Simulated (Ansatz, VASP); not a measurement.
SrO: VASP beside Ansatz

```
CELL_PARAMETERS angstrom
0.00000 2.76933 2.76933
2.76933 0.00000 2.76933
2.76933 2.76933 0.00000
ATOMIC_POSITIONS crystal
Sr 0.00000 0.00000 0.00000
O 0.25903 0.25903 0.24097
```

Alike in both runs: task single point; functional PBEsol; k mesh 10 × 10 × 10; occupations gaussian, width 0.05 eV; no spin polarisation.

```csv
,VASP,Ansatz
version,VASP 6.6.1,Ansatz 0.2.0
potentials or method,"VASP PAW PBE potentials, release 64 (Sr_sv, O)","scalar-relativistic, plane waves, PAW"
plane-wave cutoff (eV),520,420
valence electrons in the cell,16,16
```

VASP gave:

```
gap on the k mesh at the Fermi level (eV)       : 2.46
least direct gap on the mesh (eV)               : 3.35
pressure (GPa)                                  : 0.6
largest component of the traceless stress (GPa) : 1.05
rms of the force components (eV/Å)              : 0.161
```

Question: Estimate Ansatz's values.

Answer: gap on the k mesh at the Fermi level (eV): 2.45; least direct gap on the mesh (eV): 3.34; pressure (GPa): 0.1; largest component of the traceless stress (GPa): 0.96; rms of the force components (eV/Å): 0.152.

Atom by atom the forces differ by 0.008 eV/Å (rms over components). With one functional, cell and mesh, what is left measures potentials, basis and numerics.

Caveats: the PAW data sets were made with another functional, which shifts forces and pressure a little (VASP). A k mesh can miss the band edges.
